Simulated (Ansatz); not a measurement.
Cd in Ansatz: convergence with k mesh

Cd:

```
Cd
1.0
     2.97887    0.00000    0.00000
    -1.48944    2.57978    0.00000
     0.00000    0.00000    5.61765
Cd
2
Direct
  0.66667 0.33333 0.75000
  0.33333 0.66667 0.25000
```

- Program: Ansatz 0.2.0
- Task: convergence study
- Functional: PBE
- Potentials or basis: Ansatz PAW
- Cutoff: 420 eV (not typed: the program's choice for these potentials)
- k mesh: 3 × 3 × 2
- Occupations: fermi-dirac, width 0.05 eV
- Spin: no spin polarisation

These are the settings of the first run; the series varies k mesh, with any setting tied to it.

Hardware: 2 threads of Intel(R) Xeon(R) Processor @ 2.50GHz (Skylake/Cascade Lake) (shared host).

Task: The values tried are 3 × 3 × 2, 4 × 4 × 2, 5 × 5 × 3, 6 × 6 × 3, 7 × 7 × 4, 9 × 9 × 4, 12 × 12 × 6, 14 × 14 × 7, 17 × 17 × 8, loosest first. From which on does the pressure stay within 0.1 GPa of the tightest run that finished?

Result: From 12 × 12 × 6 on.

```csv
k mesh,"energy less the tightest run, at zero smearing (meV/atom)",pressure (GPa),SCF cycles,CPU time (s),peak memory (GiB)
3 × 3 × 2,244.41,6.74,6,1.1,0.29
4 × 4 × 2,-117.55,1.28,6,1.3,0.29
5 × 5 × 3,10.37,3.44,6,1.4,0.29
6 × 6 × 3,2.62,3.18,6,1.5,0.3
7 × 7 × 4,-29.88,2.62,6,2.4,0.31
9 × 9 × 4,16.39,3.35,6,2.9,0.32
12 × 12 × 6,-1.85,2.96,6,5.7,0.36
14 × 14 × 7,2.09,3.00,6,6.6,0.37
17 × 17 × 8,0.00,2.96,6,12,0.42
```

Not settled before the last step: the energy (to 1 meV/atom). Meshes of other sizes hit other points, so gaps and Fermi surfaces needn't settle smoothly. The tightest run that finished is the yardstick and may itself not be fully converged.
